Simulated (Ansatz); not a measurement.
Elements on the sites of an ideal hcp lattice, at a guessed lattice constant:

```xyz
16
Lattice="2.9030 -5.0282 0.0000 2.9030 5.0282 0.0000 0.0000 0.0000 9.2897" Properties=species:S:1:pos:R:3 pbc="T T T"
Al    1.4515   -0.8380    1.1612
Al    1.4515   -0.8380    5.8060
Al    2.9030   -3.3521    5.8060
Al    2.9030    1.6761    5.8060
Al    4.3545   -0.8380    5.8060
Al    2.9030   -1.6761    8.1284
Al    4.3545    0.8380    3.4836
Al    4.3545    0.8380    8.1284
Ti    2.9030   -3.3521    1.1612
Ti    2.9030    1.6761    1.1612
Ti    4.3545   -0.8380    1.1612
Ti    2.9030   -1.6761    3.4836
Ti    1.4515    0.8380    3.4836
Ti    1.4515    0.8380    8.1284
Ti    2.9030    3.3521    3.4836
Ti    2.9030    3.3521    8.1284
```

Cell and atoms were relaxed without symmetry on coarser meshes and computed once more. Level of theory: DFT r2SCAN, scalar-relativistic, plane waves, PAW in Ansatz 0.2.0.

Settings: cutoff 500 eV, Γ-centred mesh 7×7×4 on the computed 16-atom cell, Gaussian smearing of 0.10 eV; no spin polarisation.

The relaxation ran on 3×3×2 (shifted) and then 4×4×3 k points with a smearing of 0.1 eV, from sites shaken by 0.02 Å.

Q: What does the relaxation give?

A: A volume of 16.23 Å³/atom and no gap on the mesh. It lies 0.31 eV/atom below the elements' standard states (static lattices, no corrections for gases). The atoms leave their sites by 0.05 Å (root mean square) and 0.10 Å at most, and the cell stretches by up to 1.3 % at fixed volume.

```yaml
crystal:
  lattice:
    - [2.83508, -4.98076, -0.01311]
    - [2.90001, 5.01830, 0.00033]
    - [-0.02049, 0.01244, 9.05638]
  atoms:
    - { symbol: Al, position: [0.32699, 0.16355, 0.12423] }
    - { symbol: Al, position: [0.33551, 0.16791, 0.62490] }
    - { symbol: Al, position: [0.83936, 0.17375, 0.62231] }
    - { symbol: Al, position: [0.32855, 0.66430, 0.62562] }
    - { symbol: Al, position: [0.83958, 0.66491, 0.62231] }
    - { symbol: Al, position: [0.66399, 0.33208, 0.86857] }
    - { symbol: Al, position: [0.67077, 0.83536, 0.37873] }
    - { symbol: Al, position: [0.66072, 0.83037, 0.86917] }
    - { symbol: Ti, position: [0.81884, 0.15192, 0.12259] }
    - { symbol: Ti, position: [0.32298, 0.66155, 0.13365] }
    - { symbol: Ti, position: [0.81917, 0.66648, 0.12263] }
    - { symbol: Ti, position: [0.67219, 0.33615, 0.37070] }
    - { symbol: Ti, position: [0.17325, 0.33151, 0.37552] }
    - { symbol: Ti, position: [0.16883, 0.33586, 0.87686] }
    - { symbol: Ti, position: [0.17364, 0.84255, 0.37557] }
    - { symbol: Ti, position: [0.16895, 0.83366, 0.87686] }
```

The final mesh leaves forces up to 0.06 eV/Å and stresses up to 0.4 GPa: the relaxation ran on a coarser mesh, so the cell's shape, its bonds and its energy belong partly to that mesh.

Cost: 2 runs of about 16 core-minutes in all (earlier runs that led there not counted), on Intel Xeon Platinum 8259CL (Skylake/Cascade Lake) (shared hosts).